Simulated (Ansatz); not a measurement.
**Response of Hf to small distortions**

```yaml
crystal:
  lattice:
    - [-1.80500, 1.80500, 1.80500]
    - [1.80500, -1.80500, 1.80500]
    - [1.80500, 1.80500, -1.80500]
  atoms:
    - { symbol: Hf, position: [0.00000, 0.00000, 0.00000] }
```

The geometry is COD entry 1522789, unchecked; take it as a test cell.

Spin–orbit coupling is left out, though it moves levels of the heavy atoms by tenths of an eV or more.

Level of theory: DFT, PBE, all-electron LAPW, scalar-relativistic (Ansatz 0.2.0).

Numerical set-up: a Γ-centred 16×16×16 k mesh, Fermi–Dirac smearing of 0.08 eV, basis error target 1 meV/atom, no spin polarisation.

The unchanged cell is at -4.77 GPa.

In a metal, stresses and small energies carry noise from the k mesh.

x, y and z are the Cartesian axes of the cell as listed; fractional coordinates follow a strain, and an engineering shear is twice the off-diagonal strain component.

With this change (xy engineering shear strain of +1.5 %), what becomes of the energy and stress?

Energy change under 1 meV/atom; stress change (xx, yy, zz, yz, xz, xy) 0.01, 0.01, 0.02, 0.00, 0.00, -0.72 GPa, compression positive.

With this change (z strained by +1.5 % at fixed volume), what becomes of the energy and stress?

Energy change -1 meV/atom; stress change (xx, yy, zz, yz, xz, xy) -0.29, -0.29, 0.68, 0.00, 0.00, 0.00 GPa, compression positive.
